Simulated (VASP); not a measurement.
# LuH2 (Fm-3m) in VASP: a series of runs

The runs below take LuH2 through relaxation of cell and atoms, with LDA.

All numbers are computed with VASP 6.6.1; they aren't measurements. Logs are shortened: lines on timing, memory, paths and dates and some standing lists are left out, and cuts for length are marked.

## Step 1: The crystal as given

It takes space group Fm-3m (No. 225, cubic). The conventional cell has a = 5.033 Å, b = 5.033 Å, c = 5.033 Å, α = 90.00°, β = 90.00°, γ = 90.00°. Lu (site symmetry m-3m) is surrounded by 8 H at 2.18 Å. Around H (site symmetry -43m) lie 4 Lu at 2.18 Å.

## Step 2: Relaxation of cell and atoms, LDA

Input file INCAR:

```
PREC = Accurate
ENCUT = 600
EDIFF = 1E-6
ISMEAR = 1
SIGMA = 0.1
LREAL = False
LASPH = True
NELM = 80
ALGO = Normal
ISIF = 3
LWAVE = False
LCHARG = False
GGA = CA
IBRION = 2
NSW = 90
EDIFFG = -0.01
```

Input file KPOINTS:

```
Automatic mesh
0
Gamma
  14 14 14
```

Input file POSCAR:

```
LuH2
1.0
    0.0000000000      2.5165000000      2.5165000000
    2.5165000000      0.0000000000      2.5165000000
    2.5165000000      2.5165000000      0.0000000000
Lu H
1 2
Direct
    0.0000000000      0.0000000000      0.0000000000
    0.2500000000      0.2500000000      0.2500000000
    0.7500000000      0.7500000000      0.7500000000
```

Potentials or basis: VASP PAW PBE potentials, release 64 (Lu, H).

On the command line:

```
cat potpaw_PBE.64/Lu/POTCAR potpaw_PBE.64/H/POTCAR > POTCAR
mpirun -np 1 vasp_std > vasp.out
```

OUTCAR:

```text
PREC = Accurate
   ENCUT = 600
   EDIFF = 1E-6
   ISMEAR = 1
   LREAL = False
   LASPH = True
   NELM = 80
   ISIF = 3
   GGA = CA
   IBRION = 2
   NSW = 90
   EDIFFG = -0.01

 ion  position               nearest neighbor table
   1  0.000  0.000  0.000-   3 2.18   3 2.18   3 2.18   2 2.18   2 2.18   2 2.18   3 2.18   2 2.18

   2  0.250  0.250  0.250-   1 2.18   1 2.18   1 2.18   1 2.18
   3  0.750  0.750  0.750-   1 2.18   1 2.18   1 2.18   1 2.18

  LATTYP: Found a face centered cubic cell.
 ALAT       =     5.0330000000

  Lattice vectors:

 A1 = (   0.0000000000,   2.5165000000,   2.5165000000)
 A2 = (   2.5165000000,   0.0000000000,   2.5165000000)
 A3 = (   2.5165000000,   2.5165000000,   0.0000000000)

Analysis of symmetry for initial positions (statically):
=====================================================================
 Subroutine PRICEL returns:
 Original cell was already a primitive cell.

 Routine SETGRP: Setting up the symmetry group for a
 face centered cubic supercell.

 Subroutine GETGRP returns: Found 48 space group operations
 (whereof 48 operations were pure point group operations)
 out of a pool of 48 trial point group operations.

The static configuration has the point symmetry O_h .

Analysis of symmetry for dynamics (positions and initial velocities):
=====================================================================
 Subroutine PRICEL returns:
 Original cell was already a primitive cell.

 Routine SETGRP: Setting up the symmetry group for a
 face centered cubic supercell.

 Subroutine GETGRP returns: Found 48 space group operations
 (whereof 48 operations were pure point group operations)
 out of a pool of 48 trial point group operations.

The dynamic configuration has the point symmetry O_h .

 Subroutine INISYM returns: Found 48 space group operations
 (whereof 48 operations are pure point group operations),
 and found     1 'primitive' translations

----------------------------------------------------------------------------------------

                                     Primitive cell

  volume of cell :      31.8728

  direct lattice vectors                    reciprocal lattice vectors
     0.000000000  2.516500000  2.516500000    -0.198688655  0.198688655  0.198688655
     2.516500000  0.000000000  2.516500000     0.198688655 -0.198688655  0.198688655
     2.516500000  2.516500000  0.000000000     0.198688655  0.198688655 -0.198688655

  length of vectors
     3.558868430  3.558868430  3.558868430     0.344138845  0.344138845  0.344138845

  position of ions in fractional coordinates (direct lattice)
     0.000000000  0.000000000  0.000000000
     0.250000000  0.250000000  0.250000000
     0.750000000  0.750000000  0.750000000

  ion indices of the primitive-cell ions
   primitive index   ion index
                 1           1
                 2           2
                 3           3

----------------------------------------------------------------------------------------

 KPOINTS: Automatic mesh

Automatic generation of k-mesh.
 Grid dimensions read from file:
 generate k-points for:   14   14   14

 Generating k-lattice:

  Cartesian coordinates                     Fractional coordinates (reciprocal lattice)
    -0.014192047  0.014192047  0.014192047     0.071428571  0.000000000  0.000000000
     0.014192047 -0.014192047  0.014192047     0.000000000  0.071428571  0.000000000
     0.014192047  0.014192047 -0.014192047     0.000000000  0.000000000  0.071428571

  Length of vectors
     0.024581346  0.024581346  0.024581346

  Shift w.r.t. Gamma in fractional coordinates (k-lattice)
     0.000000000  0.000000000  0.000000000

 Subroutine IBZKPT returns following result:
 ===========================================

 Found    104 irreducible k-points:

 Following reciprocal coordinates:
            Coordinates               Weight
  0.000000  0.000000  0.000000      1.000000
  0.071429  0.000000  0.000000      8.000000
  0.142857  0.000000  0.000000      8.000000
  0.214286  0.000000  0.000000      8.000000
  0.285714  0.000000  0.000000      8.000000
  0.357143  0.000000  0.000000      8.000000
[... 16 lines left out ...]
  0.214286  0.142857  0.000000     24.000000
  0.285714  0.142857  0.000000     24.000000
 [... further k-points ...]
   k-points           NKPTS =    104   k-points in BZ     NKDIM =    104   number of bands    NBANDS=     17
   number of dos      NEDOS =    301   number of ions     NIONS =      3
   total plane-waves  NPLWV =  21952
   dimension x,y,z NGX =    28 NGY =   28 NGZ =   28
   dimension x,y,z NGXF=    56 NGYF=   56 NGZF=   56
   ions per type =               1   2
   NGX,Y,Z   is equivalent  to a cutoff of  13.08, 13.08, 13.08 a.u.
   NGXF,Y,Z  is equivalent  to a cutoff of  26.16, 26.16, 26.16 a.u.
 SYSTEM =  unknown system
   PREC   = accura    normal or accurate (medium, high low for compatibility)
   ISTART =      0    job   : 0-new  1-cont  2-samecut
   ICHARG =      2    charge: 1-file 2-atom 10-const
   ISPIN  =      1    spin polarized calculation?
   LNONCOLLINEAR =      F non collinear calculations
   LSORBIT =      F    spin-orbit coupling
   LASPH  =      T    aspherical Exc in radial PAW
   ENCUT  =  600.0 eV  44.10 Ry    6.64 a.u.   7.11  7.11  7.11*2*pi/ulx,y,z
   NELM   =     80;   NELMIN=  2; NELMDL= -5     # of ELM steps
   EDIFF  = 0.1E-05   stopping-criterion for ELM
   LREAL  =      F    real-space projection
   EDIFFG = -.1E-01   stopping-criterion for IOM
   NSW    =     90    number of steps for IOM
   IBRION =      2    ionic relax: 0-MD 1-quasi-New 2-CG
   NFREE  =      1    steps in history (QN), initial steepest desc. (CG)
   ISIF   =      3    stress and relaxation
   ISYM   =      2    0-nonsym 1-usesym 2-fastsym
   POTIM  = 0.5000    time-step for ionic-motion
   TEBEG  =    0.0;   TEEND  =   0.0 temperature during run
   PSTRESS=    0.0 pullay stress
   NELECT =      27.0000    total number of electrons
   NUPDOWN=      -1.0000    fix difference up-down
   EMIN   =  10.00;   EMAX   =-10.00  energy-range for DOS
   EFERMI =   0.00;   METHOD = LEGACY
   ISMEAR =     1;   SIGMA  =   0.10  broadening in eV -4-tet -1-fermi 0-gaus
   EFERMI_NEDOS =   21; number of points for ismear=-14 and -15
   IALGO  =     38    algorithm
   IMIX   =      4    mixing-type and parameters
     AMIX     =   0.40;   BMIX     =  1.00
     AMIX_MAG =   1.60;   BMIX_MAG =  1.00
  volume/ion in A,a.u.               =      10.62        71.70
  Fermi-wavevector in a.u.,A,eV,Ry     =   1.549016  2.927215 32.646494  2.399450
  Thomas-Fermi vector in A             =   2.653883
   LORBIT       =      0    0 simple, 1 ext, 2 COOP (PROOUT), +10 PAW based schemes
   GGA     = CA    functional components
   LHFCALC =     F    Hartree Fock is set to
   AEXX    =    0.0000 exact exchange contribution
   IVDW    =     0    specifies the selected vdW correction
   LEPSILON=     F    determine dielectric tensor
   LRPA    =     F    only Hartree local field effects (RPA)
 conjugate gradient relaxation of ions
 non-spin polarized calculation
 Methfessel and Paxton  Order N= 1 SIGMA  =   0.10
  energy-cutoff  :      600.00
  volume of cell :       31.87
 maximum number of plane-waves:      1090
   NGX = 15   NGY = 15   NGZ = 15

--------------------------------------- Ionic step        1  -------------------------------------------

 number of electron      27.0000002 magnetization

 Free energy of the ion-electron system (eV)
  ---------------------------------------------------
  ext. energy  EPLUGINS =         0.00000000
  ---------------------------------------------------
  free energy    TOTEN  =       -14.02635680 eV

  energy without entropy =      -14.02629299  energy(sigma->0) =      -14.02633553

 E-fermi :   2.3556     XC(G=0): -11.3855

 val. band max:        2.3082938265   @ k =  -0.3571   0.2143   0.0000
 cond. band min:       2.3784633706   @ k =   0.4286   0.2143   0.0000
 fundamental gap:      0.0701695441
 Fermi energy:         2.3555590002

 k-point     1 :       0.0000    0.0000    0.0000
  band No.  band energies     occupation
      1     -53.4944      2.00000
      2     -24.2021      2.00000
      3     -24.2021      2.00000
      4     -24.2021      2.00000
      5      -6.8478      2.00000
      6      -2.9100      2.00000
[... 9 lines left out ...]
     16       3.6678     -0.00000
     17       6.4621      0.00000
[... 519 lines left out ...]
 POSITION                                       TOTAL-FORCE (eV/Angst)
 -----------------------------------------------------------------------------------
      4.93335      4.93335      4.93335        -0.000000     -0.000000      0.000000
      1.23334      1.23334      1.23334         0.000000      0.000000      0.000000
      3.70002      3.70002      3.70002        -0.000000     -0.000000     -0.000000
 -----------------------------------------------------------------------------------
    total drift:                                0.000000      0.000000      0.000000

  FREE ENERGIE OF THE ION-ELECTRON SYSTEM (eV)
  ---------------------------------------------------
  free  energy   TOTEN  =       -14.0675358999 eV

  energy  without entropy=      -14.0674951674  energy(sigma->0) =      -14.06752232

--------------------------------------- Ionic step        3  -------------------------------------------

 number of electron      26.9999998 magnetization

 Free energy of the ion-electron system (eV)
  ---------------------------------------------------
  ext. energy  EPLUGINS =         0.00000000
  ---------------------------------------------------
  free energy    TOTEN  =       -14.06797596 eV

  energy without entropy =      -14.06793847  energy(sigma->0) =      -14.06796346

 E-fermi :   2.5784     XC(G=0): -11.7238

 val. band max:        2.5359797626   @ k =  -0.3571   0.2143   0.0000
 cond. band min:       2.6011872206   @ k =   0.4286   0.2143   0.0000
 fundamental gap:      0.0652074580
 Fermi energy:         2.5784273108

 k-point     1 :       0.0000    0.0000    0.0000
  band No.  band energies     occupation
      1     -53.0388      2.00000
      2     -23.7209      2.00000
      3     -23.7209      2.00000
      4     -23.7209      2.00000
      5      -6.8603      2.00000
      6      -2.5506      2.00000
[... 9 lines left out ...]
     16       3.9746     -0.00000
     17       6.9857      0.00000
[... 482 lines left out ...]
 POSITION                                       TOTAL-FORCE (eV/Angst)
 -----------------------------------------------------------------------------------
      0.00000      0.00000      0.00000         0.000000     -0.000000      0.000000
      1.23027      1.23027      1.23027        -0.000000     -0.000000      0.000000
      3.69081      3.69081      3.69081         0.000000      0.000000     -0.000000
 -----------------------------------------------------------------------------------
    total drift:                               -0.000000     -0.000000     -0.000000

  FREE ENERGIE OF THE ION-ELECTRON SYSTEM (eV)
  ---------------------------------------------------
  free  energy   TOTEN  =       -14.0679759586 eV

  energy  without entropy=      -14.0679384693  energy(sigma->0) =      -14.06796346

 reached required accuracy - stopping structural energy minimisation
```

Run time: 77 s. Hardware: 1 thread of Intel Xeon 6975P-C (Granite Rapids), shared host; peak memory 0.22 GiB.

What came out:

* Free energy: -14.0680 eV
* Relaxed volume: 9.93 Å³/atom
* Relaxed cell: a = 3.480 Å, b = 3.480 Å, c = 3.480 Å, α = 60.00°, β = 60.00°, γ = 60.00°
* Space group after relaxing (to 0.05 Å): Fm-3m (No. 225)
* Energy gained by relaxing: 13.9 meV/atom
* Ionic steps: 3
* Pressure after relaxing: 0.0 GPa
* Band gap on the k mesh: none (metal or under the smearing width)

The path:
| step | energy change (eV) | largest force (eV/Å) | pressure (GPa) | volume (Å³) |
| --- | --- | --- | --- | --- |
| 1 | 0.0000 | 0.0000 | -6.19 | 31.87 |
| 2 | -0.0412 | 0.0000 | -0.75 | 30.02 |
| 3 | -0.0416 | 0.0000 | 0.02 | 29.79 |

Final structure:
```xyz
3
Lattice="0.0000 2.4605 2.4605 2.4605 0.0000 2.4605 2.4605 2.4605 0.0000" Properties=species:S:1:pos:R:3 pbc="T T T"
Lu    0.0000    0.0000    0.0000
H     1.2303    1.2303    1.2303
H     3.6908    3.6908    3.6908
```

Levels at points of the mesh, in eV from the Fermi level:
| k point | band 11 | band 12 | band 13 | band 14 | band 15 | band 16 |
| --- | --- | --- | --- | --- | --- | --- |
| (0.00, 0.00, 0.00) | -4.68 | -4.68 | -0.14 | 1.40 | 1.40 | 1.40 |
| (0.50, 0.00, 0.00) | -4.70 | -4.68 | -3.60 | 1.47 | 1.47 | 5.28 |
| (0.50, 0.50, 0.00) | -4.72 | -4.72 | -3.65 | -2.43 | 6.29 | 6.39 |

Caveat: the PAW data sets were made with another functional, which shifts forces and pressure a little.

## Step 3: Relaxation of cell and atoms, LDA

This run uses another cell than the first one, of 9.93 Å³/atom, 0.935 times its volume.

Changes to INCAR since step 2:

```diff
@@ -2,3 +2,3 @@
 ENCUT = 600
-EDIFF = 1E-6
+EDIFF = 1E-7
 ISMEAR = 1
@@ -15,2 +15,2 @@
 NSW = 90
-EDIFFG = -0.01
+EDIFFG = -0.005
```

KPOINTS is that of step 2.

Input file POSCAR:

```
LuH2                                    
1.0
   -0.0000000000      2.4605394701      2.4605394701
    2.4605394701     -0.0000000000      2.4605394701
    2.4605394701      2.4605394701      0.0000000000
  Lu              H             
     1     2
Direct
     0.0000000000000000    0.0000000000000000    0.0000000000000000
     0.2500000000000000    0.2500000000000000    0.2500000000000000
     0.7500000000000000    0.7500000000000000    0.7500000000000000
```

Potentials or basis: VASP PAW PBE potentials, release 64 (Lu, H).

On the command line:

```
cat potpaw_PBE.64/Lu/POTCAR potpaw_PBE.64/H/POTCAR > POTCAR
mpirun -np 1 vasp_std > vasp.out
```

Wall time 31 s (1 thread of Intel Xeon 6975P-C (Granite Rapids), shared host); peak memory 0.2 GiB.

It converged, with:

```
Free energy             : -14.0675 eV
Pressure after relaxing : 0.1 GPa
Band gap on the k mesh  : none (metal or under the smearing width)
```

Final structure:
```xyz
3
Lattice="0.0000 2.4605 2.4605 2.4605 0.0000 2.4605 2.4605 2.4605 0.0000" Properties=species:S:1:pos:R:3 pbc="T T T"
Lu    0.0000    0.0000    0.0000
H     1.2303    1.2303    1.2303
H     3.6908    3.6908    3.6908
```

Levels at points of the mesh, in eV from the Fermi level:
| k point | band 9 | band 10 | band 11 | band 12 | band 13 | band 14 | band 15 | band 16 | band 17 |
| --- | --- | --- | --- | --- | --- | --- | --- | --- | --- |
| (0.00, 0.00, 0.00) | -4.77 | -4.68 | -4.68 | -4.68 | -0.14 | 1.40 | 1.40 | 1.40 | 4.41 |
| (0.50, 0.00, 0.00) | -4.74 | -4.70 | -4.70 | -4.68 | -3.60 | 1.47 | 1.47 | 5.28 | 6.07 |
| (0.50, 0.50, 0.00) | -4.76 | -4.73 | -4.72 | -4.72 | -3.65 | -2.43 | 6.29 | 6.39 | 6.39 |

Caveat: the relaxation stopped at its first step, so nothing moved; the PAW data sets were made with another functional, which shifts forces and pressure a little.

## Step 4: Relaxation of cell and atoms, LDA

Input file INCAR:

```
SYSTEM = LuH2
PREC = Accurate
ENCUT = 600
EDIFF = 1E-6
ISMEAR = 1
SIGMA = 0.1
LREAL = .FALSE.
LASPH = .TRUE.
NELM = 80
ALGO = Normal
ISIF = 3
LWAVE = .FALSE.
LCHARG = .FALSE.
GGA = CA
IBRION = 2
NSW = 90
EDIFFG = -0.01
KPAR = 2
```

Input file KPOINTS:

```
Automatic mesh
0
G
  14 14 14
  0 0 0
```

Input file POSCAR:

```
LuH2
1.0
    0.0000000000      2.5165000000      2.5165000000
    2.5165000000      0.0000000000      2.5165000000
    2.5165000000      2.5165000000      0.0000000000
Lu H
1 2
Direct
    0.0000000000      0.0000000000      0.0000000000
    0.2500000000      0.2500000000      0.2500000000
    0.7500000000      0.7500000000      0.7500000000
```

On the command line:

```
cat potpaw_PBE.64/Lu/POTCAR potpaw_PBE.64/H/POTCAR > POTCAR
mpirun -np 2 vasp_std > vasp.out
```

Wall time 41 s (2 MPI ranks of Intel Xeon 6975P-C (Granite Rapids), shared host); peak memory 0.2 GiB.

Results (log left out):

| Quantity | Value |
| --- | --- |
| Free energy | -14.0680 eV |
| Relaxed volume | 9.93 Å³/atom |
| Relaxed cell | a = 3.480 Å, b = 3.480 Å, c = 3.480 Å, α = 60.00°, β = 60.00°, γ = 60.00° |
| Space group after relaxing (to 0.05 Å) | Fm-3m (No. 225) |
| Energy gained by relaxing | 13.9 meV/atom |
| Ionic steps | 3 |
| Pressure after relaxing | 0.0 GPa |
| Band gap on the k mesh | none (metal or under the smearing width) |

The path:
| step | energy change (eV) | largest force (eV/Å) | pressure (GPa) | volume (Å³) |
| --- | --- | --- | --- | --- |
| 1 | 0.0000 | 0.0000 | -6.19 | 31.87 |
| 2 | -0.0412 | 0.0000 | -0.75 | 30.02 |
| 3 | -0.0416 | 0.0000 | 0.02 | 29.79 |

Final structure:
```yaml
crystal:
  lattice:
    - [0.00000, 2.46054, 2.46054]
    - [2.46054, 0.00000, 2.46054]
    - [2.46054, 2.46054, 0.00000]
  atoms:
    - { symbol: Lu, position: [0.00000, 0.00000, 0.00000] }
    - { symbol: H, position: [0.25000, 0.25000, 0.25000] }
    - { symbol: H, position: [0.75000, 0.75000, 0.75000] }
```

Levels at points of the mesh, in eV from the Fermi level:
| k point | band 9 | band 10 | band 11 | band 12 | band 13 | band 14 | band 15 | band 16 | band 17 |
| --- | --- | --- | --- | --- | --- | --- | --- | --- | --- |
| (0.00, 0.00, 0.00) | -4.77 | -4.68 | -4.68 | -4.68 | -0.14 | 1.40 | 1.40 | 1.40 | 4.41 |
| (0.50, 0.00, 0.00) | -4.74 | -4.70 | -4.70 | -4.68 | -3.60 | 1.47 | 1.47 | 5.28 | 6.07 |
| (0.50, 0.50, 0.00) | -4.76 | -4.73 | -4.72 | -4.72 | -3.65 | -2.43 | 6.29 | 6.39 | 6.39 |

Caveat: the PAW data sets were made with another functional, which shifts forces and pressure a little.

## Step 5: Relaxation of cell and atoms, LDA

This run uses another cell than the first one, of 9.93 Å³/atom, 0.935 times its volume.

Changes to INCAR since step 4:

```diff
@@ -3,3 +3,3 @@
 ENCUT = 600
-EDIFF = 1E-6
+EDIFF = 1E-7
 ISMEAR = 1
@@ -16,3 +16,3 @@
 NSW = 90
-EDIFFG = -0.01
+EDIFFG = -0.005
 KPAR = 2
```

KPOINTS is that of step 4.

Input file POSCAR:

```
LuH2                                    
1.0
    0.0000000000      2.4605394692      2.4605394692
    2.4605394692      0.0000000000      2.4605394692
    2.4605394692      2.4605394692     -0.0000000000
  Lu              H             
     1     2
Direct
     0.0000000000000000    0.0000000000000000    0.0000000000000000
     0.2500000000000000    0.2500000000000000    0.2500000000000000
     0.7500000000000000    0.7500000000000000    0.7500000000000000
```

On the command line:

```
cat potpaw_PBE.64/Lu/POTCAR potpaw_PBE.64/H/POTCAR > POTCAR
mpirun -np 2 vasp_std > vasp.out
```

Wall time 16 s (2 MPI ranks of Intel Xeon 6975P-C (Granite Rapids), shared host); peak memory 0.19 GiB.

The run converged. Its results:

* Free energy: -14.0675 eV
* Pressure after relaxing: 0.1 GPa
* Band gap on the k mesh: none (metal or under the smearing width)

Final structure:
```
CELL_PARAMETERS angstrom
0.00000 2.46054 2.46054
2.46054 0.00000 2.46054
2.46054 2.46054 0.00000
ATOMIC_POSITIONS crystal
Lu 0.00000 0.00000 0.00000
H 0.25000 0.25000 0.25000
H 0.75000 0.75000 0.75000
```

Levels at points of the mesh, in eV from the Fermi level:
```csv
k point,band 10,band 11,band 12,band 13,band 14,band 15,band 16,band 17
"(0.00, 0.00, 0.00)",-4.68,-4.68,-4.68,-0.14,1.40,1.40,1.40,4.41
"(0.50, 0.00, 0.00)",-4.70,-4.70,-4.68,-3.60,1.47,1.47,5.28,6.07
"(0.50, 0.50, 0.00)",-4.73,-4.72,-4.72,-3.65,-2.43,6.29,6.39,6.39
```

Caveat: the relaxation stopped at its first step, so nothing moved; the PAW data sets were made with another functional, which shifts forces and pressure a little. The run has no spin-orbit coupling, so splittings on Lu are missing.
